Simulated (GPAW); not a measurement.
HfO2:

```
CELL_PARAMETERS angstrom
0.00000 2.55750 2.55750
2.55750 0.00000 2.55750
2.55750 2.55750 0.00000
ATOMIC_POSITIONS crystal
Hf 0.00000 0.00000 0.00000
O 0.75000 0.75000 0.75000
O 0.25000 0.25000 0.25000
```

Measurements of this composition are mostly on another form, of space group No. 14.

Base run:

| Property | Result |
| --- | --- |
| Program | GPAW 26.7.0 |
| Functional | PBE |
| Potentials or basis | GPAW PAW data sets (gpaw-data 1.2.1) |
| Cutoff | 600 eV |
| Basis | pw |
| k mesh | 7 × 7 × 7 |
| Occupations | fermi-dirac, width 0.05 eV |
| Spin | no spin polarisation |

Its results: band gap on the k mesh 3.89 eV, indirect (least direct gap 4.07 eV); pressure -8.3 GPa.

The run is repeated on the same cell with these changes: potentials or basis from GPAW PAW data sets (gpaw-data 1.2.1) to JTH PAW 2.0, PBE; cutoff from 600 eV to 800 eV. What comes out?

Band gap on the k mesh 3.90 eV, indirect (least direct gap 4.08 eV); pressure -6.3 GPa.

Caveats: spin-orbit coupling is left out, which moves the levels of the heavy elements; the cutoff is short for stress and forces, so pressures can be off by a GPa or more (some runs); an odd mesh through Γ misses points on the zone boundary, where band edges often lie (some runs); the program truncates these outside data sets (some runs); the mesh misses the band edges, which the band path finds closer together (some runs).
